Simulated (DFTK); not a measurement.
CsBr under changes of volume

One of the cells (40.468 Å³/atom); the others are scaled copies at fixed shape and fractional positions:

```
CELL_PARAMETERS angstrom
4.32562 0.00000 0.00000
0.00000 4.32562 0.00000
0.00000 0.00000 4.32562
ATOMIC_POSITIONS crystal
Cs 0.00000 0.00000 0.00000
Br 0.50000 0.50000 0.50000
```

The cell comes from a database or a generator and needn't be the stable form of this composition.

* Program: DFTK 0.8.2
* Functional: PBE
* Potentials or basis: dojo.nc.sr.pbe.v0_4_1.standard.upf (PBE)
* Cutoff: 789 eV
* k mesh: 6 × 6 × 6
* Occupations: fermi-dirac, width 0.05 eV
* Spin: no spin polarisation

| volume (Å³/atom) | energy over the lowest point (meV/atom) | pressure (GPa) | gap on the mesh (eV) |
| --- | --- | --- | --- |
| 38.040 | 19.60 | 1.7 | 4.66 |
| 38.850 | 12.21 | 1.3 | 4.58 |
| 39.659 | 6.77 | 0.9 | 4.50 |
| 40.468 | 3.04 | 0.6 | 4.42 |
| 41.278 | 0.84 | 0.3 | 4.34 |
| 42.087 | 0.00 | 0.0 | 4.27 |
| 42.896 | ? | ? | ? |

Problem. What does the run at 42.896 Å³/atom give?

Solution. Energy over the lowest point 0.37 meV/atom; pressure -0.2 GPa; gap on the mesh 4.20 eV.

Worked out: A Birch-Murnaghan fit of order 3 (a polynomial in V^(-2/3)) to the other rows has its minimum at 42.23 Å³/atom, just outside them, with B0 = V·E''(V) = 12.2 GPa and B' = 5.1. It gives 0.37 meV/atom at 42.896 Å³/atom, against the run's 0.37, and -dE/dV = -0.2 GPa, against -0.2. A straight line through the other rows of the gap, of slope -3.89 eV per unit of ln V, extrapolates to 4.19 eV, against the run's 4.20.

Energies are extrapolated to zero smearing.

Caveats: spin-orbit coupling is left out, which moves the levels of the heavy elements.
